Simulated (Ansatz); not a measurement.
NaI (rocksalt): gap against strain (xy shear, engineering strain (angle))

NaI in the rocksalt structure, relaxed with r2SCAN in Ansatz, then strained (xy shear, engineering strain (angle); angles, axes as in the cell below) with the atoms relaxed again within the symmetry that is left. Space group Fm-3m (No. 225), cubic; a = 6.459 Å in the conventional setting, 33.69 Å³ an atom. Na has 6 I at 3.23 Å; I has 6 Na at 3.23 Å. No spin polarisation and no zero-point or thermal motion.

```yaml
crystal:
  lattice:
    - [0.00000, 3.22972, 3.22972]
    - [3.22972, 0.00000, 3.22972]
    - [3.22972, 3.22972, 0.00000]
  atoms:
    - { symbol: Na, position: [0.00000, 0.00000, 0.00000] }
    - { symbol: I, position: [0.50000, 0.50000, 0.50000] }
```

Gaps are the least over each mesh (PBE 8×8×8, r2SCAN 8×8×8, HSE06 6×6×6 when unstrained) and the special points, which keep their unstrained names; stress is the change from the unstrained cell, compression positive.

```
strain (%)  gap, PBE (eV)  gap, r2SCAN (eV)  gap, HSE06 (eV)  edges, HSE06  xy stress, r2SCAN (GPa)  energy rise, r2SCAN (meV/atom)
     -5.97          3.507             4.287            4.530             Γ                    +0.49                             3.1
     -1.62          3.624             4.410            4.653             Γ                    +0.13                             0.2
       0.0          3.661             4.449            4.692             Γ                     0.00                             0.0
     +2.34          3.606             4.391            4.634             Γ                    -0.19                             0.5
      +3.0          3.589             4.374            4.617             Γ                    -0.24                             0.8
     +4.52          3.549             4.331            4.574             Γ                    -0.37                             1.8
```

Question: Estimate the row for a strain of -0.5 %.

Answer:
```
strain (%)  gap, PBE (eV)  gap, r2SCAN (eV)  gap, HSE06 (eV)  edges, HSE06  xy stress, r2SCAN (GPa)  energy rise, r2SCAN (meV/atom)
      -0.5          3.650             4.437            4.680             Γ                    +0.04                             0.0
```

No spin-orbit coupling is included; it can move band edges with weight on the heavy atoms by tenths of an eV.

The meshes of the hybrids are coarse, so their gaps aren't converged to the digits shown.
